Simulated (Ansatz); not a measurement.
This guess for Ti₃Al is about to be relaxed.

```cif
data_structure
_symmetry_space_group_name_H-M 'R-3m:H'
_symmetry_Int_Tables_number 166
_cell_length_a 4.2806
_cell_length_b 4.2806
_cell_length_c 11.7642
_cell_angle_alpha 90.000
_cell_angle_beta 90.000
_cell_angle_gamma 120.000
_cell_volume 186.68
loop_
_atom_site_label
_atom_site_type_symbol
_atom_site_symmetry_multiplicity
_atom_site_Wyckoff_symbol
_atom_site_fract_x
_atom_site_fract_y
_atom_site_fract_z
_atom_site_occupancy
Ti1 Ti 9 d 0.16667 0.33333 0.83333 1
Al1 Al 3 b 0.66667 0.33333 0.83333 1
```

Method: DFT PBE, scalar-relativistic, plane waves, PAW (Ansatz). Cutoff 420 eV, Gaussian smearing, Γ-centred meshes. Cell and atoms relax first on a coarse mesh and then on a finer one. In between, the cell is made exact in the group found at 0.06 Å. In metals the finer mesh still leaves noise of several meV/atom or more. The steps can't lower the symmetry of their start. No spin polarisation in the relaxation; trial moments died out in a coarse test.

A guess keeps its type if space group and coordination stay and the shape of the cell changes little (axis ratios within about 15 %, angles within 6°); the volume may change.

Task: Does this structure survive the relaxation?

Result: It doesn't keep its type. The symmetry goes from R-3m (No. 166) to Pm-3m (No. 221). The end has the Cu3Au (L1_2) type. The volume per atom grows by 6.8 %, from 15.6 to 16.6 Å³. The shortest distance goes from 2.14 Å (Ti–Al and Ti–Ti) to 2.86 Å (Ti–Al and Ti–Ti). Counting neighbours within 15 % of an atom's shortest distance, the start has Al 6, Ti 6 and the end Al 12, Ti 12. In detail, at the end Ti is surrounded by 4 Al at 2.86 Å and 8 Ti at 2.86 Å; Al is surrounded by 12 Ti at 2.86 Å.

```cif
data_structure
_symmetry_space_group_name_H-M 'Pm-3m'
_symmetry_Int_Tables_number 221
_cell_length_a 4.0510
_cell_length_b 4.0510
_cell_length_c 4.0510
_cell_angle_alpha 90.000
_cell_angle_beta 90.000
_cell_angle_gamma 90.000
_cell_volume 66.48
loop_
_atom_site_label
_atom_site_type_symbol
_atom_site_symmetry_multiplicity
_atom_site_Wyckoff_symbol
_atom_site_fract_x
_atom_site_fract_y
_atom_site_fract_z
_atom_site_occupancy
Ti1 Ti 3 d 0.00000 0.50000 0.00000 1
Al1 Al 1 b 0.50000 0.50000 0.50000 1
```

The last run used a 12×12×12 mesh for its 4-atom cell and Gaussian smearing of 0.10 eV. A later test with randomly moved atoms came back to the same energy, though modes that don't fit the test's cell weren't probed. Another cell of Ti3Al relaxed alike, in P6_3/mmc (a cell as deposited in COD), lies 18 meV/atom lower, so this cell isn't the stable form at this level.
